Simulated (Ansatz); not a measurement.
# Levels of theory for TiSe2 (CdI2 type)

What experiment reports for this phase, and the runs try to reproduce:
- lattice constant a: 3.5395 ± 0.0003 Å (a, high-temperature phase; 300 K; synchrotron single-crystal XRD; “Effect of Cu intercalation and pressure on excitonic interaction in 1T-TiSe2”, 2019, arxiv:1902.02046)
- lattice constant c: 6.0082 ± 0.0004 Å (c, high-temperature phase; 300 K; synchrotron single-crystal XRD; “Effect of Cu intercalation and pressure on excitonic interaction in 1T-TiSe2”, 2019, arxiv:1902.02046)

The calculated numbers come from Ansatz 0.2.0. No magnetic order and no zero-point or thermal motion.

Structure: TiSe2, CdI2 type, at its r2SCAN+rVV10 minimum. The symmetry is P-3m1 (No. 164, trigonal); conventional cell a = 3.541 Å, c = 6.091 Å, 22.04 Å³ an atom. Ti is surrounded by 6 Se at 2.55 Å; Se is surrounded by 3 Ti at 2.55 Å.

```cif
data_structure
_symmetry_space_group_name_H-M 'P 1'
_symmetry_Int_Tables_number 1
_cell_length_a 3.5408
_cell_length_b 3.5408
_cell_length_c 6.0906
_cell_angle_alpha 90.000
_cell_angle_beta 90.000
_cell_angle_gamma 120.000
_cell_volume 66.13
loop_
_atom_site_label
_atom_site_type_symbol
_atom_site_fract_x
_atom_site_fract_y
_atom_site_fract_z
_atom_site_occupancy
Ti1 Ti 0.00000 0.00000 0.00000 1
Se1 Se 0.33333 0.66667 0.24999 1
Se2 Se 0.66667 0.33333 0.75001 1
```

Relaxed lattice by functional, symmetry kept:

| functional | k mesh | a (Å) | c (Å) | volume (Å³/atom) |
| --- | --- | --- | --- | --- |
| PBE-D3(BJ) | 6×6×4 | 3.477 | 5.896 | 20.58 |
| r2SCAN+rVV10 | 12×12×4 | 3.541 | 6.091 | 22.04 |

Gaps on the r2SCAN+rVV10 cell, each the least over its mesh and the special points:
```
  level   k mesh             gap (eV)  kind  edges  least direct gap (eV)       rough cost
    PBE  12×12×4  none (overlap 0.58)     –      –                      –   9 core-seconds
PBE+SOC  12×12×4  none (overlap 0.58)     –      –                      –  70 core-seconds
 r2SCAN  12×12×4  none (overlap 0.38)     –      –                      –  19 core-seconds
```
All runs use a smearing of 0.02 eV.
Wave cutoffs: 420 eV, 500 eV (r2SCAN).
Points off the special ones are mesh points or PBE's searched band edges, reused at the other levels.
Costs come from shared machines and give only the order; PBE's includes the band path. The runs had 2 threads of Arm Neoverse V1 (shared host).

r2SCAN gives no gap: the lowest nominally empty band dips 0.38 eV below the top of the last filled one (its bottom at L, the top at Γ), so the cell is a metal or semimetal at this level. With PBE+SOC the bands overlap by 0.58 eV (counted from 1, band 44 peaks at Γ–A (0.10 of the way from Γ) and band 45 bottoms out at L): no gap.

No level opens a gap, but no hybrid is among them, and semilocal functionals can close a real gap.

Calculation and measurement side by side:
- Lattice constant a, measured 3.5395 Å: PBE-D3(BJ) 3.477 (-1.8 %), r2SCAN+rVV10 3.541 (0.0 %).
- Lattice constant c, measured 6.0082 Å: PBE-D3(BJ) 5.896 (-1.9 %), r2SCAN+rVV10 6.091 (+1.4 %).
The calculated lattice is static; the measured one holds thermal expansion and zero-point motion. Reports marked as nanostructured, strained, doped, implanted or mixed samples were set aside.

Only the levels marked +SOC include spin-orbit coupling.
